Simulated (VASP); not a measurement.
Runs of VASP 6.6.1 on Te2Mo. The cell holds a slab with vacuum, 3 atoms: a = 3.560 Å, b = 3.560 Å, c = 17.524 Å, α = 90.00°, β = 90.00°, γ = 120.00°. 

```csv
task,cell,k mesh,cutoff (eV),smearing,gap on the mesh (eV),largest force (eV/Å)
relaxation of cell and atoms,relaxed,12 × 12 × 2,600,gaussian 0.02 eV,1.20,-
single point,"P-6m2, 64.12 Å³/atom",6 × 6 × 1,520,gaussian 0.1 eV,(a),0.14
single point,the same crystal in its conventional cell,12 × 12 × 2,520,gaussian 0.02 eV,1.20,0.03
single point,"P-6m2, 61.66 Å³/atom",12 × 12 × 2,520,gaussian 0.02 eV,1.20,0.03
```

Alike in all rows: level PBEsol; potentials or basis VASP PAW PBE potentials, release 64 (Te, Mo_sv); no spin polarisation.

Q: Estimate the missing entries.

A: (a) 1.05.

Caveats: the PAW data sets were made with another functional, which shifts forces and pressure a little; spin-orbit coupling is left out, which moves the levels of the heavy elements.

A k mesh can miss the band edges, and the runs leave out spin-orbit coupling on Mo, Te.
